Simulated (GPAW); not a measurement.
Runs of GPAW 26.7.0 on WC (Qusongite). The structure is hexagonal, space group P-6m2 (No. 187). Conventional cell: a = 2.907 Å, b = 2.907 Å, c = 2.837 Å, α = 90.00°, β = 90.00°, γ = 120.00°. Around W (site symmetry -6m2) lie 6 C at 2.20 Å. C (site symmetry -6m2) has 6 W at 2.20 Å as nearest neighbours. 

```csv
task,level,potentials or basis,spin,U,cell,k mesh,cutoff (eV),maxiter,optimizer,fmax,max steps,band path,grid spacing,gap on the mesh (eV),pressure (GPa),relaxed volume (Å³/atom)
relaxation of cell and atoms,TASK,"GPAW PAW data sets (gpaw-data 1.2.1), pw",off,-,relaxed,7 × 7 × 7,800,150,BFGS,0.02 eV/Å,40,-,-,none,0.0,(a)
band structure,PBE,"GPAW PAW data sets (gpaw-data 1.2.1), pw","SOC, no magnetisation",-,as given,7 × 7 × 7,800,150,-,-,-,"GMKGALHA,LM,KH",-,-,5.7,-
single point,LDA+U,"the program's PAW data sets (release 1.2.1) made for this functional, pw",off,W d U = 5.3 eV,as given,8 × 8 × 8,600,120,-,-,-,-,-,none,-5.8,-
relaxation of cell and atoms,PBEsol+D4,"PAW data sets generated in the run's folder for this functional, pw",off,-,relaxed,7 × 7 × 7,800,150,BFGS,0.02 eV/Å,40,-,-,none,0.0,10.18
```

Alike in all rows: smearing fermi-dirac 0.05 eV.

Q: Fill in the values left out.

A: (a) 10.56.

Caveats: later steps reuse the first step's grids (some runs); the PAW data sets were made with another functional, which shifts forces and pressure a little (some runs); spin-orbit coupling was added after a scalar SCF, so levels and gaps hold it while energy, forces, pressure and moments don't (some runs); this program's spin-orbit splittings come out too wide for heavy elements (some runs); the cutoff is short for stress and forces, so pressures can be off by a GPa or more (some runs); U without spin polarisation on a metal has little footing (some runs); the U is typed as a test and isn't derived for this compound (some runs).

A k mesh can miss the band edges, and rows without SOC leave out spin-orbit coupling on W.

A gap of «none» marks a metal or a gap under the smearing width.
